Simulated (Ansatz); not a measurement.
Pressure series in RuO2

Consider RuO2 in the rutile structure (space group P4_2/mnm, No. 136; a = 4.467 Å, c = 3.093 Å).

Cell and atoms are relaxed at each pressure.

Computed with Kohn–Sham DFT with the PBEsol functional, run in Ansatz (an electronic-structure program) with PAW and 420 eV plane waves, without spin-orbit coupling, earlier PAW set.

```csv
P (GPa),V (Å³/atom)
-1.99,10.361
-0.99,10.323
3.00,10.179
7.00,10.044
15.00,9.802
30.00,9.418
50.00,9.004
74.99,8.588
100.00,8.248
```

A third-order Birch–Murnaghan fit to these points gives V₀ = 10.29 Å³/atom, B₀ = 282 GPa and B₀′ = 4.3. At pressure 100 GPa the volume is 80.2 % of V₀.

Measured bulk modulus of RuO2: 270 GPa (room temperature; as listed in YANLING LI, ZHI ZENG, International Journal of Modern Physics C (2008)); the computed value is for a static lattice, so the two differ by thermal effects too.

Load acts through the strain it causes; cell and atoms are relaxed under it. Stability against distortions was not tested. Competing high-pressure phases were not computed. No Hubbard U is applied, and correlation can decide whether such a compound is a metal. All final runs are without spin polarisation.
